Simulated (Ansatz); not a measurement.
The system is ScAl3.

```
CELL_PARAMETERS angstrom
4.08781 0.00000 0.00000
0.00000 4.08781 0.00000
0.00000 0.00000 4.08781
ATOMIC_POSITIONS crystal
Sc 0.00000 0.00000 0.00000
Al 0.50000 0.50000 0.00000
Al 0.00000 0.50000 0.50000
Al 0.50000 0.00000 0.50000
```

The cell is a database's computed one.

| Quantity | Value |
| --- | --- |
| Program | Ansatz 0.2.0 |
| Task | relaxation of cell and atoms |
| Functional | PBEsol |
| Dispersion | D3(BJ)-ATM |
| Potentials or basis | Ansatz PAW |
| Cutoff | 420 eV (not typed: the program's choice for these potentials) |
| k mesh | 7 × 7 × 7 |
| Occupations | fermi-dirac, width 0.05 eV |
| Spin | no spin polarisation |

At the start: volume 17.08 Å³/atom.

Q: Where does the relaxation end?

A: It ends after 5 steps and the volume is 16.31 Å³/atom (-4.5 %); space group Pm-3m (No. 221, to 0.05 Å).

The path:
| step | energy change (eV) | largest force (eV/Å) | volume (Å³) |
| --- | --- | --- | --- |
| 1 | 0.0000 | 0.0000 | 68.31 |
| 2 | -0.0176 | 0.0000 | 63.01 |
| 3 | -0.0421 | 0.0000 | 65.41 |
| 4 | -0.0423 | 0.0000 | 65.26 |
| 5 | -0.0415 | 0.0000 | 65.26 |

Final structure:
```cif
data_structure
_symmetry_space_group_name_H-M 'P 1'
_symmetry_Int_Tables_number 1
_cell_length_a 4.0260
_cell_length_b 4.0260
_cell_length_c 4.0260
_cell_angle_alpha 90.000
_cell_angle_beta 90.000
_cell_angle_gamma 90.000
_cell_volume 65.26
loop_
_atom_site_label
_atom_site_type_symbol
_atom_site_fract_x
_atom_site_fract_y
_atom_site_fract_z
_atom_site_occupancy
Sc1 Sc 0.00000 0.00000 0.00000 1
Al1 Al 0.50000 0.50000 0.00000 1
Al2 Al 0.00000 0.50000 0.50000 1
Al3 Al 0.50000 0.00000 0.50000 1
```

Caveat: the plane-wave basis is chosen anew once the cell has moved, so the energies of steps on either side of that aren't comparable; pairwise dispersion overbinds metals, which lowers pressure and volume; the PAW data sets come from PBE, with cores solved anew for the run's functional, which leaves a small shift of forces and pressure.
